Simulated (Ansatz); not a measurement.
A trial cell of Li, before relaxation:

```yaml
crystal:
  lattice:
    - [4.11206, 0.00000, 0.00000]
    - [-2.05603, 3.56115, 0.00000]
    - [0.00000, 0.00000, 4.11157]
  atoms:
    - { symbol: Li, position: [0.33333, 0.66667, 0.46833] }
    - { symbol: Li, position: [0.00000, 0.00000, 0.40433] }
    - { symbol: Li, position: [0.66667, 0.33333, 0.66931] }
    - { symbol: Li, position: [0.33333, 0.66667, 0.12785] }
```

Computed with DFT PBE, scalar-relativistic, plane waves, PAW in Ansatz. Cutoff 420 eV, Gaussian smearing, Γ-centred meshes. Cell and atoms relax first on a coarse mesh and then on a finer one. In between, the cell is made exact in the group found at 0.06 Å. In metals the finer mesh still leaves noise of several meV/atom or more. The steps can't lower the symmetry of their start. No spin polarisation.

A guess keeps its type if space group and coordination stay and the shape of the cell changes little (axis ratios within about 15 %, angles within 6°); the volume may change.

Task: Will the relaxed cell still be of the starting type?

Result: It doesn't keep its type. The symmetry goes from P3m1 (No. 156) to P6_3/mmc (No. 194). The end has the dhcp type. The volume per atom grows by 34.3 %, from 15.1 to 20.2 Å³. The shortest distance goes from 1.40 Å (Li–Li) to 3.05 Å (Li–Li). Counting neighbours within 15 % of an atom's shortest distance, the start has Li 1/6/9 and the end Li 12. In detail, at the end Li on a site of symmetry -3m is surrounded by 12 Li at 3.05–3.06 Å; around Li on a site of symmetry -6m2 lie 12 Li at 3.05–3.06 Å.

```
Li
1.0
     3.05387    0.00000    0.00000
    -1.52693    2.64473    0.00000
     0.00000    0.00000   10.01260
Li
4
Direct
  0.00000 0.00000 0.50000
  0.66667 0.33333 0.25000
  0.33333 0.66667 0.75000
  0.00000 0.00000 0.00000
```

Energies count from the standard state of Li at the same level.

Task: At what energy does it end?

Result: 0.00 eV/atom. It is level with the standard state within the noise.

The last run used an 18×18×6 mesh (in the run's order of axes) for its 4-atom cell and Gaussian smearing of 0.10 eV. For metals, differences of a few meV/atom aren't resolved. A later test with randomly moved atoms ended 7 meV/atom lower on a coarse mesh, in Cm at a loose tolerance, which is no clear verdict on its stability.

In counts of neighbours, a slash parts the counts of unlike sites.
